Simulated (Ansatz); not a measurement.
# 17O NMR of the central transition in TiO2

Cell: a COD entry, ions relaxed with PBE at fixed cell.

Space group Pbcn (No. 60); a = 4.5150, b = 5.4970, c = 4.9390 Å.

```csv
site,Wyckoff,site symmetry,x,y,z
Ti,4c,.2.,0.0000,0.1745,0.2500
O,8d,1,0.2704,0.3819,0.4197
```

One atom of each set is listed.

All values are calculated (Ansatz; DFT, r2SCAN, plane waves and PAW, scalar-relativistic, 500 eV cutoff, Γ-centred 5×5×5 k-points, Fermi–Dirac smearing 0.02 eV), not measured.

17O has I = 5/2 and Q = -25.58 mb (Pyykkö 2018); at 9.4 T its Larmor frequency is ν₀ = 54.3 MHz. Only the quadrupole interaction is simulated: positions count from each site's isotropic chemical shift, and J coupling is left out, as are shift anisotropy and dipolar coupling, which fast spinning averages.

Simulated pattern of one O site (fast magic-angle spinning, Gaussian broadening 0.02 kHz):

(offset (kHz), height): (-1.023, 0), (-0.997, 0), (-0.970, 5), (-0.943, 8), (-0.916, 8), (-0.889, 9), (-0.862, 9), (-0.835, 9), (-0.809, 9), (-0.782, 10), (-0.755, 22), (-0.728, 30), (-0.701, 32), (-0.674, 34), (-0.647, 36), (-0.621, 39), (-0.594, 44), (-0.567, 53), (-0.540, 98), (-0.513, 95), (-0.486, 75), (-0.459, 69), (-0.433, 67), (-0.406, 66), (-0.379, 68), (-0.352, 71), (-0.325, 79), (-0.298, 100), (-0.271, 86), (-0.245, 69), (-0.218, 61), (-0.191, 56), (-0.164, 52), (-0.137, 49), (-0.110, 46), (-0.083, 43), (-0.057, 40), (-0.030, 11), (-0.003, 0), (0.024, 0)

Task: Which |C_Q| and η does the pattern imply?

Result: The pattern spans 0.935 kHz before broadening and its centre of gravity is at -0.403 kHz, which fixes P_Q; the places of the horns and steps fix η. That gives P_Q = 1.91 MHz, |C_Q| = 1.84 MHz and η = 0.48. The sign of C_Q can't be read from the pattern.

At O V_zz stands upright on the plane through its three neighbours (within 11°).

The run took 15 s of wall time (15 s of CPU time) and 0.88 GiB at its peak, on 1 thread of AMD EPYC 9R45 (Zen 5) (x86_64; 90 cores open to the job, memory cap 2.5 GiB, no GPU), a shared host with a load of 0.5 a core.
